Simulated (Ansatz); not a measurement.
**TaN: strain energy, fitted**

TaN, Fm-3m, a = 4.376 Å. This isn't the usual stable structure of the compound. Ansatz: PBEsol, PAW, 420 eV, Γ-centred 16×16×12 mesh on 4 atoms, Gaussian smearing 0.10 eV; no spin polarisation. Series: equal strain along all axes, cell held, atoms fixed by symmetry; x is the strain in per cent. y is the free energy over the unstrained cell, V0 = 10.472 Å³/atom.

```
x (%) y (meV/atom)
 -4.5        248.84
 -3.0        104.91
 -1.5         24.90
  0.0          0.00
  1.5         22.40
  3.0         85.27
  4.5             ?
```

Problem. Fit y = c2 x² + c3 x³ to the other rows, turn c2 into a modulus, and predict the missing energy.

Solution. Least squares on the rows shown. y = 10.586 x² − 0.37613 x³. In eV per unit strain² c2 is 105.9; the stiffness is B for this strain (E = 9/2 B V0 ε², shape held): 2 × 105.9 × 160.2 / (9 × 10.472) = 360 GPa. At x = 4.5 the fit asked for gives 180.09 meV/atom. The run gave 182.62 meV/atom, so the fit is 2.53 meV/atom too low, 1 % of the span of the series, against an rms of 0.28 meV/atom on the fitted rows. The row lies outside the fitted range. With a term in x⁴ added, a fit to the same known rows predicts 182.55 meV/atom, so most of the miss is curvature that the known rows already hold.

Spin–orbit coupling is left out, which can shift energies with elements as heavy as these.